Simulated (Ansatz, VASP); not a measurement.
# In3Ga5O12 (Ga1.2In0.8O3, beta-Ga2O3 type) in two plane-wave programs, part 2 of 2

Aim: how closely do two programs agree when they are given the same cell, functional and k mesh? The cell is invented: As first built, before any earlier steps moved the atoms (in the runner's words): 1x2x1 conventional cells of the Ga2O3 type (40 atoms: 24 O, 10 Ga, 6 In); Ga/In share their sites, the best of 600 random draws by like-pair counts in two shells; start lattice of Ga2O3; atoms moved at random by 0.02 A. It may not be a known or stable phase. The structure shown is the start of the Ansatz relaxation below; VASP solves that cell, so the two are compared at the walk's first step.

VASP 6.6.1 and Ansatz 0.2.0.

So far: Starting point; Ansatz: relaxation, LDA.

## (3) VASP: single point, LDA, start cell

Level of this step: LDA; plane waves and PAW (O, Ga_d, In_d); invented cell (VASP).

The same cell, functional (in two slightly different forms), mesh and smearing now go to VASP, with its own data sets.

Lines of VASP's logs that name or quote its potential files are left out, and so is its time.

INCAR reads:

```
SYSTEM = In3Ga5O12
PREC = Accurate
ENCUT = 520
EDIFF = 1E-06
NELM = 120
ISMEAR = -1
SIGMA = 0.01
LREAL = Auto
ALGO = Normal
GGA = CA
NBANDS = 204
LORBIT = 11
LWAVE = .FALSE.
LCHARG = .FALSE.
ISIF = 2
ISYM = 0
LASPH = .TRUE.
GGA_COMPAT = .FALSE.
EFERMI = MIDGAP
KPAR = 4
```

POSCAR reads:

```
In3Ga5O12
1.0
   12.2140000000      0.0000000000      0.0000000000
    0.0000000000      6.0742000000      0.0000000000
   -1.3859900000      0.0000000000      5.6300100000
O Ga In
24 10 6
Direct
    0.1600423234      0.0019920319      0.1089163252
    0.3330156809      0.2522965987      0.8900161811
    0.1778078745      0.9926903954      0.5603542445
    0.3270430344      0.2487405749      0.4391111206
    0.4973861777      0.0015804550      0.2568379097
    0.0033292957      0.2506009022      0.7465883720
    0.6653846963      0.2430937407      0.1158079648
    0.8344901371      0.0029139640      0.8884353669
    0.6756811537      0.2489381318      0.5685247451
    0.8276691553      0.9978927266      0.4264468447
    0.9968728072      0.2467650061      0.2601061099
    0.5043478494      0.9987817326      0.7400519715
    0.1635122881      0.5048566066      0.1132324809
    0.3355312457      0.7510783313      0.8934975249
    0.1736782888      0.4940732936      0.5691286516
    0.3261892599      0.7479997366      0.4369263998
    0.4944397548      0.4964439762      0.2574240543
    0.0031174129      0.7514405189      0.7448654621
    0.6677976249      0.7491521517      0.1101596622
    0.8348277479      0.5039676007      0.8919877585
    0.6740797898      0.7562806625      0.5642973991
    0.8264766255      0.4957360640      0.4306564287
    0.9946505563      0.7503868822      0.2527881833
    0.5023374362      0.5025517764      0.7414551662
    0.0891365108      0.9989463633      0.7907801229
    0.1605422788      0.2547825228      0.3177969489
    0.3442726941      0.9935629383      0.6892882961
    0.5900731596      0.2546343551      0.7923964611
    0.9111414503      0.0059760956      0.2077083344
    0.6591677957      0.9996213493      0.3160740389
    0.8413862103      0.2463369662      0.6883824363
    0.0937812091      0.5015146027      0.7986664322
    0.1607699688      0.7503539561      0.3140314138
    0.5895314597      0.7509960159      0.7966415690
    0.4085430647      0.2492838563      0.2094134824
    0.4087192532      0.7526917125      0.2069978561
    0.3412366978      0.5031938362      0.6884357221
    0.9097179818      0.5005762076      0.2070689040
    0.6599238095      0.5016956966      0.3168200412
    0.8406373561      0.7550953212      0.6858957622
```

KPOINTS reads:

```
Points of the shifted mesh
18
Reciprocal
 0.2500000000  0.0000000000  0.0000000000 1
 0.2500000000  0.0000000000  0.3333333333 1
 0.2500000000  0.0000000000  0.6666666667 1
 0.2500000000  0.3333333333  0.0000000000 1
 0.2500000000  0.3333333333  0.3333333333 1
 0.2500000000  0.3333333333  0.6666666667 1
 0.2500000000  0.6666666667  0.0000000000 1
 0.2500000000  0.6666666667  0.3333333333 1
 0.2500000000  0.6666666667  0.6666666667 1
 0.7500000000  0.0000000000  0.0000000000 1
 0.7500000000  0.0000000000  0.3333333333 1
 0.7500000000  0.0000000000  0.6666666667 1
 0.7500000000  0.3333333333  0.0000000000 1
 0.7500000000  0.3333333333  0.3333333333 1
 0.7500000000  0.3333333333  0.6666666667 1
 0.7500000000  0.6666666667  0.0000000000 1
 0.7500000000  0.6666666667  0.3333333333 1
 0.7500000000  0.6666666667  0.6666666667 1
```

PAW data sets: O, Ga_d and In_d (LDA family, release 64).

On the command line:

```bash
> mpirun -np 4 vasp_std
```

Numbers of over 12 decimals in the logs are rounded to 6 here.

What it wrote:

```text
[banner, memory and clock lines left out]
running    4 mpi-ranks, on    1 nodes
[...]
LDA part: xc-table for (Slater(with rela. corr.)+CA(PZ))
 , standard interpolation
 POSCAR, INCAR and KPOINTS ok, starting setup
[...]
entering main loop
       N       E                     dE             d eps       ncg     rms          rms(c)
DAV:   1     0.741494070103E+04    0.74149E+04   -0.13154E+05  7560   0.301E+03
DAV:   2     0.180368352230E+04   -0.56113E+04   -0.52543E+04  7344   0.936E+02
DAV:   3     0.279452881156E+01   -0.18009E+04   -0.17005E+04  8808   0.375E+02
DAV:   4    -0.272411668011E+03   -0.27521E+03   -0.26872E+03  8872   0.155E+02
[...]
DAV:  17    -0.254291766250E+03   -0.23820E-06   -0.27390E-05  9016   0.562E-02    0.175E-02
DAV:  18    -0.254291768012E+03   -0.17617E-05   -0.29908E-05  9856   0.262E-02    0.141E-02
DAV:  19    -0.254291768119E+03   -0.10702E-06   -0.51658E-06  5976   0.185E-02
   1 F= -.25429177E+03 E0= -.25429177E+03  d E =0.000000E+00
```

Parts of OUTCAR (step 3):

```text
  Total       73.9759422     86.6477001     72.6940195      3.4361583     -0.9179166     -0.8142423
  in kB      283.7559117    332.3620681    278.8387300     13.1803691     -3.5209318     -3.1232593
  external PRESSURE =     298.3189033 kB  Pullay stress =       0.0000000 kB

 POSITION                                       TOTAL-FORCE (eV/Angst)
 -----------------------------------------------------------------------------------
      1.80380      0.01210      0.61320         0.451383      0.071605     -0.152720
      2.83390      1.53250      5.01080        -1.408508     -3.078734     -2.380616
      1.39510      6.02980      3.15480        -0.811069      0.223048      0.519419
      3.38590      1.51090      2.47220        -3.652813     -1.299960      2.512890
      5.71910      0.00960      1.44600         5.780467     -0.323550      1.505519
     -0.99410      1.52220      4.20330         0.311141      0.264752      0.017057
      7.96650      1.47660      0.65200         0.162968     -1.836505     -2.905249
      8.96110      0.01770      5.00190        -0.411769      2.889557      2.707561
      7.46480      1.51210      3.20080        -0.437240     -1.277701      1.031825
      9.51810      6.06140      2.40090        -0.565032      1.399205     -0.243167
     11.81530      1.49890      1.46440         3.280829     -3.164836      0.896993
      5.13440      6.06680      4.16650        -0.241312      0.474809      0.008968
      1.84020      3.06660      0.63750         0.312092     -0.310630      0.021544
      2.85980      4.56220      5.03040        -1.809797      2.766109     -3.285096
[...]
-----------------------------------------------------------------------------------
    total drift:                                0.017164     -0.001958      0.001045

  FREE ENERGIE OF THE ION-ELECTRON SYSTEM (eV)
  ---------------------------------------------------
  free  energy   TOTEN  =      -254.2917681186 eV

  energy  without entropy=     -254.2917681186  energy(sigma->0) =     -254.29176812

[... 3 further parts left out ...]
[key lines of the parts left out:]
E-fermi :   6.6667
```

The run ends at a pressure of 29.83 GPa, with forces up to 6.2 eV/Å.

## (4) Side by side

Known differences besides the potentials themselves: the two LDA forms differ slightly; the cutoff is 420 eV in Ansatz and 520 eV in VASP (PREC = Accurate, projectors in real space); VASP's log shows a relativistic correction to its local exchange, Ansatz's none. Total energies have different zeros and are not compared.

Forces on 9 of the 40 atoms, those with the largest forces and the largest differences (eV/Å; atoms numbered as in POSCAR):

```csv
atom,"Ansatz x, y, z","VASP x, y, z"
O4,"-3.681, -1.294, 2.510","-3.653, -1.300, 2.513"
O5,"5.796, -0.328, 1.500","5.780, -0.324, 1.506"
O11,"3.226, -3.239, 0.875","3.281, -3.165, 0.897"
O14,"-1.774, 2.780, -3.342","-1.810, 2.766, -3.285"
O18,"3.752, -0.526, 0.594","3.687, -0.549, 0.568"
O20,"-1.684, -2.857, -3.576","-1.721, -2.867, -3.550"
O22,"-1.591, -1.160, 4.469","-1.558, -1.161, 4.475"
O23,"3.488, 5.046, 0.934","3.516, 4.980, 0.946"
O24,"4.023, -0.099, 0.764","3.951, -0.098, 0.733"
```

The forces differ by 29 meV/Å r.m.s., which is 1.7 % of the r.m.s. force of 1.718 eV/Å (both taken over all components).

## (5) Other set-ups

Further runs change the set-up of one program: Ansatz's method, potentials or start, or VASP's data sets, cutoff or form of LDA. The table gives that difference for each run.

```csv
run,r.m.s. force difference (meV/Å)
as above,29
VASP with a cutoff of 600 eV (perhaps on Ansatz's relaxed cell),28
```

## (6) Outcome

```
r.m.s. force difference (single point, LDA, start cell) : 1.7 % of the r.m.s. force
```

What this shows: The r.m.s. force difference is 1.7 % of the r.m.s. force (single point, LDA, start cell), within the 3 % picked in this series as the mark of a large difference. Such differences can come from data sets, numerical settings and the points named under the comparisons, not from the functional's error against experiment.

[Lines on the potential files, build, host, timing and source positions are cut from VASP's logs without a mark.]

[Logs are printed without paths, hosts, clocks, repeated set-up lines and the standing remarks that a program may print on its own settings, such as how far it seeks lower states.]

[Hosts, paths, dates, database ids (printed as entryN), source tags and the programs' standing remarks are cut or masked in the printed files.]

[Rows of further runs with another cutoff or data set may stand on the cell that Ansatz relaxed, not on the start cell of the pair above them.]
